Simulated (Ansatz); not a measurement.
Tetradymite Sb2Te3, treated with r²SCAN-D4 (Ansatz, a first-principles code, plane waves, PAW).

Numerical settings: plane-wave cutoff 560 eV, 10×10×10 k mesh, Fermi–Dirac smearing 0.01 eV, scalar-relativistic PAW data made under PBE.

Cell (relaxed at this level):

Sb2Te3 is taken in the trigonal space group R-3m, hexagonal axes (No. 166), Pearson symbol hR5. Lattice parameters: a = b = 4.290 Å, c = 31.112 Å, α = β = 90.00°, γ = 120.00°. Sb on 6c has 3 Te at 3.000 Å and 3 Te at 3.170 Å (octahedral). Te1 on 3a has 6 Sb at 3.170 Å (octahedral). Te2 on 6c sees 3 Sb at 3.000 Å (trigonal pyramidal). (Neighbours: up to the widest gap in distance over summed covalent radii, below 1.35, at either atom.)
(The calculation used a cell of 5 atoms; values per cell refer to that cell.)

What does this level give for the bulk modulus and band gap?


* **bulk modulus**: 26.0 GPa
* **band gap**: 0.33 eV

Measured, for comparison: band gap 0.3 eV (temperature not stated, not corrected to a static lattice, compiled measured gap; kind and temperature not stated, our sources range from 0.17 to 0.30; as tabulated in Kothakonda et al. (2022), arXiv:2208.02841); bulk modulus 36.1 ± 0.9 GPa (temperature not stated, not corrected to a static lattice; as tabulated in Sans et al. (2019), arXiv:1907.08317). Computed (rounded) less measured: bulk modulus -28 %.

Note: the bulk modulus comes from volumes at which shape and atoms were relaxed.

Spin–orbit coupling is not included; with these elements it can move the gap by several tenths of an eV or more.

Static lattice: no zero-point or thermal effects.
